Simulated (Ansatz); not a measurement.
# Choice of functional: Zr

```xyz
2
Lattice="3.2320 0.0000 0.0000 -1.6160 2.7990 0.0000 0.0000 0.0000 5.1470" Properties=species:S:1:pos:R:3 pbc="T T T"
Zr    0.0000    1.8660    1.2868
Zr    1.6160    0.9330    3.8603
```

Atom numbers follow the list: Zr1, Zr2.

The cell is COD entry 9008523, as deposited and not checked against the literature; nothing was relaxed.

One fixed cell is solved with several functionals by frozen-core PAW in Ansatz 0.2.0, scalar-relativistically. A positive pressure means that the functional wants a larger cell.

The PAW files were made with PBE; their cores are remade for each functional.

Settings: a Γ-centred 13×13×7 k mesh, Fermi–Dirac smearing of 0.03 eV, cutoff 420 eV, no spin polarisation.

Cutoffs: PBE 420 eV, LDA 420 eV, PBEsol 420 eV, r²SCAN 500 eV.

Problem. One of the runs gave P (GPa) = 0.47, lowest level at Γ above −25 eV, from the valence-band top or, without a gap, the Fermi level (eV) = -5.67. Which setting was it?
A. LDA
B. r²SCAN
C. PBE
D. PBEsol

Solution. C. The full set:
```json
{"setting": "PBE", "P (GPa)": "0.47", "lowest level at Γ above −25 eV, from the valence-band top or, without a gap, the Fermi level (eV)": "-5.67"}
{"setting": "LDA", "P (GPa)": "-6.11", "lowest level at Γ above −25 eV, from the valence-band top or, without a gap, the Fermi level (eV)": "-5.67"}
{"setting": "PBEsol", "P (GPa)": "-3.29", "lowest level at Γ above −25 eV, from the valence-band top or, without a gap, the Fermi level (eV)": "-5.69"}
{"setting": "r²SCAN", "P (GPa)": "0.94", "lowest level at Γ above −25 eV, from the valence-band top or, without a gap, the Fermi level (eV)": "-6.03"}
```
